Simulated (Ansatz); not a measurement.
# Zinc, fcc under PBEsol: structure, energy and stiffness, part 2 of 2

What does PBEsol give for zinc in the fcc structure? We relax it, solve it on a dense k-mesh, then scale the cell to 7 volumes from 88 to 112 % of the relaxed one and try a fit of the equation of state. Spin polarisation is left out. The k-meshes are 14×14×14 for the relaxation; 23×23×23 for the dense run; 16×16×16 for the volumes.

Ansatz 0.2.0; DFT, PBEsol, plane waves (420 eV) with PAW, scalar-relativistic. The steps go on from the part before.

## 5. Equation of state: 92 %

This is Zn in the fcc structure; at room conditions it is hcp.

input.yaml reads:

```yaml
crystal:
  lattice:
    - [0.0, 1.8688478389, 1.8688478389]
    - [1.8688478389, 0.0, 1.8688478389]
    - [1.8688478389, 1.8688478389, 0.0]
  atoms:
    - { symbol: Zn, position: [0.0, 0.0, 0.0] }
hamiltonian:
  xc: pbesol
  pseudopotentials:
    kind: paw
    azcp:
      Zn: "pseudopotentials/Zn.paw.azcp"
basis:
  ecutwfc: 420
  fft_grid_basis: typed
kpoints:
  mp_grid: { grid: [16, 16, 16], shift: [0, 0, 0] }
magnetization:
  spin_polarized: false
scf:
  occupations: { method: fermi_dirac, width: 0.1 }
  lower_state_search: "off"
output:
  stress: true
  write_density: true
  write_potential: true
  elf: true
  volumetric_format: npy
```

What it wrote, cut to the lines that bear on the results:

```text
Warning: <dir> the record states the generating functional pbe (its physics header spells it `PBE`), which answers neither for hamiltonian.xc's functional nor for the pbesol family's — results may be inconsistent (PPs are generated against a specific XC)
Warning: RAYON_NUM_THREADS=2 ignored (pool sized by the plan → 2); use --threads N
[...]
Pseudopotentials: kind: paw
Pseudopotential: Zn, paw, valence charge 12, recommended cutoff 420 eV (normal), <dir>
Functional definition: PBEsol
[...]
Crystal: 1 atoms, lattice volume = 13.054 Å³
Basis set: ecut = 420 eV, 259 PW (Γ)
Bands: 10, of which v1, the nominal top of the filled ones, is band 6 counted from 1 (5 counted from 0)
Symmetry: 48 space group operations
Space group: Fm-3m (ITA 225), of the structure as read, at distance tolerance 2.4e-5 Å
k-points: 145 of 4096
[...]
SCF iter   1: F=—  HF=-3280.855299 eV  |F-HF|=—  |Δ(HF+E_count)|=         —  Δρ=5.65e-3  dr2=2.25e-3  ethr=1.77e-3  ⟨swp⟩=4.8  Hψ=9314  notcnv=0
[...]
SCF iter   6: F=-3280.854597 eV  HF=-3280.854597 eV  |F-HF|=1.36e-12  |Δ(HF+E_count)|=   4.65e-9  Δρ=1.89e-7  dr2=2.02e-12  ethr=1.39e-11  ⟨swp⟩=4.8  Hψ=6940  notcnv=0
[...]
SCF converged after 6 iterations
Free energy (F): -3280.854597 eV
[...]
E sigma→0 (E₀):  -3280.849706 eV
Entropy (-TS):   -0.009782 eV (-9.782 meV/atom)
Fermi energy:    13.349523 eV
[...]
--- Stress (GPa, compression-positive) ---
        8.543976       0.000000       0.000000
       -0.000000       8.543976       0.000000
        0.000000       0.000000       8.543976
  P = ⅓ Tr σ = 8.5440 GPa (85.440 kbar)
--- Band table (eV; the first three rows and the last of 145) ---
  k-point 0: bands = ["1.6483", "5.2787", "5.2787", "5.2787", "5.7880", "5.7880", "32.8330", "33.5638", "33.5638", "33.5638"]
[...]
```

Run time: 1.1 s. Hardware: 2 threads of Intel Xeon Platinum 8488C (Sapphire Rapids), shared host; peak memory 0.42 GiB.

Axes a, b and c in the maps are those of this run's conventional cell (a, b, c = 3.738, 3.738, 3.738 Å).

Density in a lattice plane of the grid's cell (edges 3.74 and 3.74 Å, at 0.000 of the third edge), which holds Zn.

Ten even steps from ' ' (0.13 e/Å³) to '@' (45.66 e/Å³):
```
**++::..                                  ..::++
::....                                      ....
                                                
                                                
                                                
                                                
                                                
                    ....::....                  
                  ..::++**++::..                
                  ..--##@@##--..                
                  ..::++**++::..                
                    ....::....                  
                                                
                                                
                                                
                                                
                                                
::....                                      ....
**++::..                                  ..::++
@@##--..                                  ..--##
```
Columns run along the first of these edges and rows up along the second, over one cell in 24 and 20 even steps from the bottom left corner. Atoms in the plane (fractional): Zn at (0.00, 0.00), Zn at (0.50, 0.50).

ELF in the same plane.

Ten even steps from ' ' (0.00) to '@' (0.30):
```
      ..--****##%%%%##########%%%%##****--..    
      ::++**####%%@@%%%%##%%%%@@%%####**++::..  
..::--++**####%%@@@@%%%%%%%%%%@@@@%%####**++--::
++++**######@@@@@@%%##########%%@@@@%%####****++
****####%%@@@@@@%%####******####%%@@@@@@%%####**
######%%@@@@@@######**++++++****####%%@@@@%%####
%%%%%%@@@@%%####**++--::..::--++**####%%@@@@%%%%
##%%%%@@%%####**++::        ..::++**####%%@@%%%%
######%%%%##****--..          ..--****##%%%%####
**####%%####**++--              --++**####%%####
######%%%%##****--..          ..--****##%%%%####
##%%%%@@%%####**++::..        ::++**####%%@@%%%%
%%%%%%@@@@%%####**++--::..::--++**####%%@@@@%%%%
######%%@@@@%%####****++++++**######@@@@@@%%####
****####%%@@@@@@%%####******####%%@@@@@@%%####**
++++****####%%@@@@%%##########%%@@@@@@######**++
..::--++**####%%@@@@%%%%%%%%%%@@@@%%####**++--::
    ..::++**####%%@@%%%%##%%%%@@%%####**++::    
      ..--****##%%%%##########%%%%##****--..    
        --++**####%%####**####%%####**++--      
```
Columns run along the first of these edges and rows up along the second, over one cell in 24 and 20 even steps from the bottom left corner. Atoms in the plane (fractional): Zn at (0.00, 0.00), Zn at (0.50, 0.50).

Both are smooth fields of the valence electrons: close to the nuclei they are not physical.

## 6. Equation of state: 96 %

Changes to input.yaml since step 5:

```diff
@@ -2,5 +2,5 @@
   lattice:
-    - [0.0, 1.8688478389, 1.8688478389]
-    - [1.8688478389, 0.0, 1.8688478389]
-    - [1.8688478389, 1.8688478389, 0.0]
+    - [0.0, 1.8955492727, 1.8955492727]
+    - [1.8955492727, 0.0, 1.8955492727]
+    - [1.8955492727, 1.8955492727, 0.0]
   atoms:
@@ -25,5 +25 @@
   stress: true
-  write_density: true
-  write_potential: true
-  elf: true
-  volumetric_format: npy
```

What it wrote, cut to the lines that bear on the results:

```text
Warning: <dir> the record states the generating functional pbe (its physics header spells it `PBE`), which answers neither for hamiltonian.xc's functional nor for the pbesol family's — results may be inconsistent (PPs are generated against a specific XC)
Warning: RAYON_NUM_THREADS=2 ignored (pool sized by the plan → 2); use --threads N
[...]
[... 3 set-up lines as earlier in the session ...]
[...]
Crystal: 1 atoms, lattice volume = 13.622 Å³
Basis set: ecut = 420 eV, 283 PW (Γ)
Bands: 10, of which v1, the nominal top of the filled ones, is band 6 counted from 1 (5 counted from 0)
[... 2 set-up lines as earlier in the session ...]
k-points: 145 of 4096
[...]
SCF iter   1: F=—  HF=-3280.876244 eV  |F-HF|=—  |Δ(HF+E_count)|=         —  Δρ=5.16e-3  dr2=1.88e-3  ethr=1.77e-3  ⟨swp⟩=4.9  Hψ=9286  notcnv=0
[...]
SCF iter   6: F=-3280.875647 eV  HF=-3280.875647 eV  |F-HF|=1.77e-11  |Δ(HF+E_count)|=   2.77e-9  Δρ=5.70e-7  dr2=1.04e-11  ethr=1.73e-11  ⟨swp⟩=2.0  Hψ=4717  notcnv=0
[...]
SCF converged after 6 iterations
Free energy (F): -3280.875647 eV
[...]
E sigma→0 (E₀):  -3280.870324 eV
Entropy (-TS):   -0.010647 eV (-10.647 meV/atom)
Fermi energy:    12.601625 eV
[...]
--- Stress (GPa, compression-positive) ---
        3.549922      -0.000000      -0.000000
       -0.000000       3.549922      -0.000000
        0.000000      -0.000000       3.549922
  P = ⅓ Tr σ = 3.5499 GPa (35.499 kbar)
```

Wall time 1.1 s (2 threads of Intel Xeon Platinum 8488C (Sapphire Rapids), shared host); peak memory 0.41 GiB.

## 7. Equation of state: 100 %

Changes to input.yaml since step 6:

```diff
@@ -2,5 +2,5 @@
   lattice:
-    - [0.0, 1.8955492727, 1.8955492727]
-    - [1.8955492727, 0.0, 1.8955492727]
-    - [1.8955492727, 1.8955492727, 0.0]
+    - [0.0, 1.9215189282, 1.9215189282]
+    - [1.9215189282, 0.0, 1.9215189282]
+    - [1.9215189282, 1.9215189282, 0.0]
   atoms:
```

What it wrote, cut to the lines that bear on the results:

```text
Warning: <dir> the record states the generating functional pbe (its physics header spells it `PBE`), which answers neither for hamiltonian.xc's functional nor for the pbesol family's — results may be inconsistent (PPs are generated against a specific XC)
Warning: RAYON_NUM_THREADS=2 ignored (pool sized by the plan → 2); use --threads N
[...]
[... 3 set-up lines as earlier in the session ...]
[...]
Crystal: 1 atoms, lattice volume = 14.189 Å³
Basis set: ecut = 420 eV, 283 PW (Γ)
Bands: 10, of which v1, the nominal top of the filled ones, is band 6 counted from 1 (5 counted from 0)
[... 2 set-up lines as earlier in the session ...]
k-points: 145 of 4096
[...]
SCF iter   1: F=—  HF=-3280.881562 eV  |F-HF|=—  |Δ(HF+E_count)|=         —  Δρ=4.80e-3  dr2=1.63e-3  ethr=1.77e-3  ⟨swp⟩=4.9  Hψ=9301  notcnv=0
[...]
SCF iter   6: F=-3280.881064 eV  HF=-3280.881064 eV  |F-HF|=9.09e-13  |Δ(HF+E_count)|=   1.17e-9  Δρ=2.25e-7  dr2=3.06e-12  ethr=1.01e-11  ⟨swp⟩=1.4  Hψ=4550  notcnv=0
[...]
SCF converged after 6 iterations
Free energy (F): -3280.881064 eV
[...]
E sigma→0 (E₀):  -3280.875290 eV
Entropy (-TS):   -0.011546 eV (-11.546 meV/atom)
Fermi energy:    11.918079 eV
[...]
--- Stress (GPa, compression-positive) ---
       -0.327380      -0.000000       0.000000
       -0.000000      -0.327380       0.000000
       -0.000000      -0.000000      -0.327380
  P = ⅓ Tr σ = -0.3274 GPa (-3.274 kbar)
```

Run time: 0.92 s. Hardware: 2 threads of Intel Xeon Platinum 8488C (Sapphire Rapids), shared host; peak memory 0.42 GiB.

## 8. Equation of state: 104 %

Changes to input.yaml since step 7:

```diff
@@ -2,5 +2,5 @@
   lattice:
-    - [0.0, 1.9215189282, 1.9215189282]
-    - [1.9215189282, 0.0, 1.9215189282]
-    - [1.9215189282, 1.9215189282, 0.0]
+    - [0.0, 1.9468049717, 1.9468049717]
+    - [1.9468049717, 0.0, 1.9468049717]
+    - [1.9468049717, 1.9468049717, 0.0]
   atoms:
@@ -25 +25,5 @@
   stress: true
+  write_density: true
+  write_potential: true
+  elf: true
+  volumetric_format: npy
```

What it wrote, cut to the lines that bear on the results:

```text
Warning: <dir> the record states the generating functional pbe (its physics header spells it `PBE`), which answers neither for hamiltonian.xc's functional nor for the pbesol family's — results may be inconsistent (PPs are generated against a specific XC)
Warning: RAYON_NUM_THREADS=2 ignored (pool sized by the plan → 2); use --threads N
[...]
[... 3 set-up lines as earlier in the session ...]
[...]
Crystal: 1 atoms, lattice volume = 14.757 Å³
Basis set: ecut = 420 eV, 283 PW (Γ)
Bands: 10, of which v1, the nominal top of the filled ones, is band 6 counted from 1 (5 counted from 0)
[... 2 set-up lines as earlier in the session ...]
k-points: 145 of 4096
[...]
SCF iter   1: F=—  HF=-3280.874889 eV  |F-HF|=—  |Δ(HF+E_count)|=         —  Δρ=4.14e-3  dr2=1.20e-3  ethr=1.77e-3  ⟨swp⟩=4.9  Hψ=9207  notcnv=0
[...]
SCF iter   6: F=-3280.874355 eV  HF=-3280.874355 eV  |F-HF|=1.08e-8  |Δ(HF+E_count)|=   1.17e-7  Δρ=1.05e-5  dr2=9.41e-9  ethr=8.33e-10  ⟨swp⟩=8.5  Hψ=9759  notcnv=0
[...]
SCF converged after 6 iterations
Free energy (F): -3280.874355 eV
[...]
E sigma→0 (E₀):  -3280.868167 eV
Entropy (-TS):   -0.012376 eV (-12.376 meV/atom)
Fermi energy:    11.290504 eV
[...]
--- Stress (GPa, compression-positive) ---
       -3.332639      -0.000000       0.000000
       -0.000000      -3.332639       0.000000
        0.000000       0.000000      -3.332639
  P = ⅓ Tr σ = -3.3326 GPa (-33.326 kbar)
--- Band table (eV; the first three rows and the last of 145) ---
  k-point 0: bands = ["0.6897", "3.6377", "3.6377", "3.6377", "4.0425", "4.0425", "29.8224", "29.8224", "29.8224", "30.0023"]
[...]
```

Run time: 2 s. Hardware: 2 threads of Intel Xeon Platinum 8488C (Sapphire Rapids), shared host; peak memory 0.42 GiB.

## 9. Equation of state: 108 %

Changes to input.yaml since step 8:

```diff
@@ -2,5 +2,5 @@
   lattice:
-    - [0.0, 1.9468049717, 1.9468049717]
-    - [1.9468049717, 0.0, 1.9468049717]
-    - [1.9468049717, 1.9468049717, 0.0]
+    - [0.0, 1.971450689, 1.971450689]
+    - [1.971450689, 0.0, 1.971450689]
+    - [1.971450689, 1.971450689, 0.0]
   atoms:
@@ -25,5 +25 @@
   stress: true
-  write_density: true
-  write_potential: true
-  elf: true
-  volumetric_format: npy
```

What it wrote, cut to the lines that bear on the results:

```text
Warning: <dir> the record states the generating functional pbe (its physics header spells it `PBE`), which answers neither for hamiltonian.xc's functional nor for the pbesol family's — results may be inconsistent (PPs are generated against a specific XC)
Warning: RAYON_NUM_THREADS=2 ignored (pool sized by the plan → 2); use --threads N
[...]
[... 3 set-up lines as earlier in the session ...]
[...]
Crystal: 1 atoms, lattice volume = 15.325 Å³
Basis set: ecut = 420 eV, 307 PW (Γ)
Bands: 10, of which v1, the nominal top of the filled ones, is band 6 counted from 1 (5 counted from 0)
[... 2 set-up lines as earlier in the session ...]
k-points: 145 of 4096
[...]
SCF iter   1: F=—  HF=-3280.858838 eV  |F-HF|=—  |Δ(HF+E_count)|=         —  Δρ=3.48e-3  dr2=8.29e-4  ethr=1.77e-3  ⟨swp⟩=4.7  Hψ=9214  notcnv=0
[...]
SCF iter   7: F=-3280.858255 eV  HF=-3280.858255 eV  |F-HF|=2.42e-9  |Δ(HF+E_count)|=   5.96e-8  Δρ=5.21e-6  dr2=2.36e-9  ethr=8.33e-10  ⟨swp⟩=4.0  Hψ=4621  notcnv=0
[...]
SCF converged after 7 iterations
Free energy (F): -3280.858255 eV
[...]
E sigma→0 (E₀):  -3280.851729 eV
Entropy (-TS):   -0.013053 eV (-13.053 meV/atom)
Fermi energy:    10.711664 eV
[...]
--- Stress (GPa, compression-positive) ---
       -5.653369      -0.000000      -0.000000
       -0.000000      -5.653369      -0.000000
       -0.000000       0.000000      -5.653369
  P = ⅓ Tr σ = -5.6534 GPa (-56.534 kbar)
```

Run time: 1.2 s. Hardware: 2 threads of Intel Xeon Platinum 8488C (Sapphire Rapids), shared host; peak memory 0.42 GiB.

## 10. Equation of state: 112 %

Changes to input.yaml since step 9:

```diff
@@ -2,5 +2,5 @@
   lattice:
-    - [0.0, 1.971450689, 1.971450689]
-    - [1.971450689, 0.0, 1.971450689]
-    - [1.971450689, 1.971450689, 0.0]
+    - [0.0, 1.9954951403, 1.9954951403]
+    - [1.9954951403, 0.0, 1.9954951403]
+    - [1.9954951403, 1.9954951403, 0.0]
   atoms:
@@ -25 +25,5 @@
   stress: true
+  write_density: true
+  write_potential: true
+  elf: true
+  volumetric_format: npy
```

What it wrote, cut to the lines that bear on the results:

```text
Warning: <dir> the record states the generating functional pbe (its physics header spells it `PBE`), which answers neither for hamiltonian.xc's functional nor for the pbesol family's — results may be inconsistent (PPs are generated against a specific XC)
Warning: RAYON_NUM_THREADS=2 ignored (pool sized by the plan → 2); use --threads N
[...]
[... 3 set-up lines as earlier in the session ...]
[...]
Crystal: 1 atoms, lattice volume = 15.892 Å³
Basis set: ecut = 420 eV, 331 PW (Γ)
Bands: 10, of which v1, the nominal top of the filled ones, is band 6 counted from 1 (5 counted from 0)
[... 2 set-up lines as earlier in the session ...]
k-points: 145 of 4096
[...]
SCF iter   1: F=—  HF=-3280.835591 eV  |F-HF|=—  |Δ(HF+E_count)|=         —  Δρ=2.69e-3  dr2=4.77e-4  ethr=1.77e-3  ⟨swp⟩=4.7  Hψ=9250  notcnv=0
[...]
SCF iter   7: F=-3280.834926 eV  HF=-3280.834926 eV  |F-HF|=3.07e-9  |Δ(HF+E_count)|=   5.34e-8  Δρ=5.74e-6  dr2=2.92e-9  ethr=8.33e-10  ⟨swp⟩=7.6  Hψ=7799  notcnv=0
[...]
SCF converged after 7 iterations
Free energy (F): -3280.834926 eV
[...]
E sigma→0 (E₀):  -3280.828178 eV
Entropy (-TS):   -0.013495 eV (-13.495 meV/atom)
Fermi energy:    10.175329 eV
[...]
--- Stress (GPa, compression-positive) ---
       -7.436023      -0.000000      -0.000000
       -0.000000      -7.436023       0.000000
       -0.000000       0.000000      -7.436023
  P = ⅓ Tr σ = -7.4360 GPa (-74.360 kbar)
--- Band table (eV; the first three rows and the last of 145) ---
  k-point 0: bands = ["0.1769", "2.7257", "2.7257", "2.7257", "3.0769", "3.0769", "27.7179", "27.7179", "27.7179", "28.4030"]
[...]
```

Wall time 1.7 s (2 threads of Intel Xeon Platinum 8488C (Sapphire Rapids), shared host); peak memory 0.41 GiB.

## 11. Fitting the volumes

The cell was scaled evenly, with its shape and the fractional positions fixed.

```csv
V (Å³/atom),E − E₀ (meV/atom),P from the stress (GPa),P from the fit (GPa)
12.487,66.5,14.98,14.91
13.054,25.7,8.54,8.42
13.622,5.1,3.55,3.42
14.189,0.1,-0.33,-0.45
14.757,7.2,-3.33,-3.44
15.325,23.7,-5.65,-5.73
15.892,47.2,-7.44,-7.50
```

Fit (Birch-Murnaghan, third order): V₀ = 14.115 Å³/atom, B₀ = 87 GPa, B₀′ = 5.4, largest residual 0.02 meV/atom.

The fit is made to E(σ → 0), while the stress belongs to the free energy F; that is one source of the offset between the two pressures.

## 12. Summary of results

What follows sums up all 2 parts.

```
                      quantity                         value
space group (spins left aside)               Fm-3m (No. 225)
             conventional cell                   a = 3.843 Å
                        volume                14.189 Å³/atom
             shortest distance                       2.717 Å
               gap on the mesh  none (levels filled in part)
               relative to hcp                  +25 meV/atom
                   V₀, B₀, B₀′   14.115 Å³/atom, 87 GPa, 5.4
```

**Reading.** The relaxation shrank the cell by 6.7 % in volume. It lies 25 meV/atom above the element's reference form at the same level (hcp, from a run of its own). No gap shows: it is a metal or semimetal at this level. B₀ comes out at 87 GPa. The symmetry was held, so the structure may be unstable against distortions that break it.
